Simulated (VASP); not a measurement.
Crystal: AlNi3.

```xyz
4
Lattice="3.5231 0.0000 0.0000 0.0000 3.5231 0.0000 0.0000 0.0000 3.5231" Properties=species:S:1:pos:R:3 pbc="T T T"
Ni    1.7615    1.7615    0.0000
Ni    1.7615    0.0000    1.7615
Ni    0.0000    1.7615    1.7615
Al    0.0000    0.0000    0.0000
```

The cell is a database's computed one.

Base run:

```yaml
Program: VASP 6.6.1
Functional: PBEsol
Potentials_or_basis: VASP PAW PBE potentials, release 64 (Ni, Al)
Cutoff: 520 eV
k_mesh: 6 × 6 × 6
Occupations: fermi-dirac, width 0.05 eV
Spin: collinear spin, ferrimagnetic start
Starting_moments: "[1.0, -0.5, 1.0, 0.0] μB"
```

Its results: band gap on the k mesh none (metal or under the smearing width); pressure -0.5 GPa; net moment 0.66 μB per cell.

**Question.** After a change of settings the same cell gave: band gap on the k mesh none (metal or under the smearing width); pressure -0.7 GPa; net moment 0.00 μB per cell. Which change was it?
A. spin from collinear spin, ferrimagnetic start to collinear spin, ferromagnetic start; moments at the start from [1.0, -0.5, 1.0, 0.0] to [2.5, 2.5, 2.5, 0.0]
B. spin from collinear spin, ferrimagnetic start to collinear spin, ferromagnetic start; moments at the start from [1.0, -0.5, 1.0, 0.0] to [1.0, 1.0, 1.0, 0.0]
C. spin from collinear spin, ferrimagnetic start to collinear spin, random start; moments at the start from [1.0, -0.5, 1.0, 0.0] to [-0.06, 0.59, -0.79, 0.0]
D. spin from collinear spin, ferrimagnetic start to collinear spin, antiferromagnetic start; moments at the start from [1.0, -0.5, 1.0, 0.0] to [1.0, -1.0, 1.0, 0.0]

**Answer.** C.

Caveats: the PAW data sets were made with another functional, which shifts forces and pressure a little.
